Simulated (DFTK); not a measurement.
**Moving the pressure in Rh**

The cell as given:

```cif
data_structure
_symmetry_space_group_name_H-M 'Fm-3m'
_symmetry_Int_Tables_number 225
_cell_length_a 3.7957
_cell_length_b 3.7957
_cell_length_c 3.7957
_cell_angle_alpha 90.000
_cell_angle_beta 90.000
_cell_angle_gamma 90.000
_cell_volume 54.69
loop_
_atom_site_label
_atom_site_type_symbol
_atom_site_symmetry_multiplicity
_atom_site_Wyckoff_symbol
_atom_site_fract_x
_atom_site_fract_y
_atom_site_fract_z
_atom_site_occupancy
Rh1 Rh 4 a 0.00000 0.00000 0.00000 1
```

Kept alike: task relaxation of cell and atoms; functional PBE; k mesh 8 × 8 × 8; occupations fermi-dirac, width 0.05 eV; no spin polarisation. Program: DFTK, PseudoDojo SR PBE 0.4.1 standard (PBE), cutoff 1388 eV. The mesh is that of the run's cell of 1 atom. No spin-orbit coupling.

```csv
"pressure, P (GPa)",volume (Å³/atom)
0,14.110
5,13.851
10,13.612
20,13.211
30,12.860
```

The relaxations keep at least the cell's symmetry (Fm-3m). For a metal such a mesh leaves the last digits unconverged. The runs follow the start's structure, whether or not it is the stable one at these pressures.

The volume falls from 14.110 to 12.860 Å³/atom between 0 and 30 GPa. The volume falls ever more slowly, since the solid stiffens under load. At the pressures aimed at, which the runs meet within some tenths of a GPa, the step from 0 to 5 GPa gives a mean bulk modulus near 270 GPa, the last step 371 GPa.
